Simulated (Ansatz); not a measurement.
Runs of Ansatz 0.2.0 on Co. The structure is hexagonal, space group P6_3/mmc (No. 194). The conventional cell has a = 2.472 Å, b = 2.472 Å, c = 4.021 Å, α = 90.00°, β = 90.00°, γ = 120.00°. Co (site symmetry -6m2) is surrounded by 12 Co at 2.47 Å. 

| task | cell | cutoff (eV) | pressure (GPa) | moment (μB) |
| --- | --- | --- | --- | --- |
| relaxation of cell and atoms | relaxed | - | 0.0 | 3.13 |
| relaxation of cell and atoms | relaxed to 30 GPa | - | 30.0 | 2.97 |
| relaxation of cell and atoms | relaxed to 20 GPa | - | 20.0 | 2.99 |
| relaxation of cell and atoms | relaxed to 10 GPa | - | 10.0 | 3.03 |
| single point | strain_z_fixed_volume = 0 | 315 | (a) | (b) |
| relaxation of cell and atoms | relaxed to 5 GPa | - | 5.0 | 3.07 |

Alike in all rows: level PBEsol; potentials or basis all-electron LAPW, scalar-relativistic; spin collinear, ferromagnetic start; k mesh 12 × 12 × 7; smearing fermi-dirac 0.05 eV; basis error allowed 0.001 eV/atom.

Fill in the values left out.

(a) -5.8; (b) 3.20.
